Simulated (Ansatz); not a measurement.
NaI (rocksalt): gap against strain (epitaxial in the xy plane)

NaI built on the rocksalt prototype, relaxed with r2SCAN in the plane-wave code Ansatz, then strained (epitaxial in the xy plane; changes of length per length, axes as in the cell below) with the atoms relaxed again within the symmetry that is left. It is cubic, Fm-3m (No. 225); conventional cell a = 6.459 Å, 33.69 Å³ an atom. Around Na lie 6 I at 3.23 Å; around I lie 6 Na at 3.23 Å. Calculated for a static, non-magnetic cell.

```xyz
2
Lattice="0.0000 3.2297 3.2297 3.2297 0.0000 3.2297 3.2297 3.2297 0.0000" Properties=species:S:1:pos:R:3 pbc="T T T"
Na    0.0000    0.0000    0.0000
I     3.2297    3.2297    3.2297
```

Gaps are the least over each mesh (PBE 8×8×8, r2SCAN 8×8×8, HSE06 6×6×6 when unstrained) and the special points, which keep their unstrained names; stress is the change from the unstrained cell, compression positive.

| strain (%) | free normal strain (%) | gap, PBE (eV) | gap, r2SCAN (eV) | gap, HSE06 (eV) | edges, HSE06 | in-plane stress, r2SCAN (GPa) | energy rise, r2SCAN (meV/atom) |
| --- | --- | --- | --- | --- | --- | --- | --- |
| -2.0 | +1.00 | 3.726 | 4.527 | 4.762 | Γ | +0.92 | 3.8 |
| -1.0 | +0.50 | 3.691 | 4.485 | 4.725 | Γ | +0.43 | 0.9 |
| -0.31 | +0.25 | 3.667 | 4.456 | 4.698 | Γ | +0.12 | 0.1 |
| 0.0 | 0.00 | 3.661 | 4.449 | 4.692 | Γ | 0.00 | 0.0 |
| +1.79 | -0.87 | 3.580 | 4.357 | 4.605 | Γ | -0.62 | 2.4 |
| +2.0 | -0.83 | 3.568 | 4.344 | 4.592 | Γ | -0.70 | 3.0 |
| +2.54 | -1.05 | 3.545 | 4.317 | 4.566 | Γ | -0.85 | 4.8 |

Between zero and the nearest strains the slope of the HSE06 gap against strain is -0.020 eV per percent for negative and -0.049 for positive strain.

Spin-orbit coupling is left out, which matters wherever the heavy atoms make up the band edges.

The meshes of the hybrids are coarse, so their gaps aren't converged to the digits shown.
